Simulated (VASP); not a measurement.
Write the native input for VASP 6.6.1 that does the following.

```yaml
Task: relaxation of the atoms
Functional: LDA
Potentials_or_basis: VASP PAW LDA potentials, release 64 (Cu, I)
Cutoff: 600 eV
k_mesh: 8 × 8 × 8
Occupations: gaussian, width 0.03 eV
Spin: no spin polarisation
Further_INCAR_settings: ALGO = Normal; EDIFF = 1e-07; IBRION = 2; EDIFFG = -0.01; NSW = 40
```

The structure of CuI (Marshite) lies in POSCAR:

```
CuI                                     
1.0
    0.0000000000      2.9904974779      2.9904974779
    2.9904974779     -0.0000000000      2.9904974779
    2.9904974779      2.9904974779     -0.0000000000
  Cu              I             
     1     1
Direct
     0.2500000000000000    0.2500000000000000    0.2500000000000000
     0.0000000000000000    0.0000000000000000    1.0000000000000000
```

The cell isn't the ideal one: a relaxed cell with its volume scaled by 1.06.

The input as run:

INCAR

```
SYSTEM = CuI
PREC = Accurate
ENCUT = 600
EDIFF = 1E-7
ISMEAR = 0
SIGMA = 0.03
LREAL = .False.
LASPH = .True.
NELM = 80
ALGO = Normal
ISIF = 2
LWAVE = .False.
LCHARG = .False.
GGA = CA
IBRION = 2
NSW = 40
EDIFFG = -0.01
```

KPOINTS

```
regular mesh
0
Gamma
  8 8 8
  0 0 0
```

Potentials or basis: VASP PAW LDA potentials, release 64 (Cu, I).

Command:

```console
$ cat potpaw_LDA.64/Cu/POTCAR potpaw_LDA.64/I/POTCAR > POTCAR
$ mpirun -np 1 vasp_std > vasp.out
```

It gave:

The pressure after relaxing is -2.8 GPa and the band gap on the k mesh is 1.11 eV, direct.

Caveat: the relaxation stopped at its first step, so nothing moved; spin-orbit coupling is left out, which moves the levels of the heavy elements.

Wall time 13 s on 1 thread of Intel(R) Xeon(R) 6975P-C (Granite Rapids), on a shared host, peak memory 0.18 GiB.
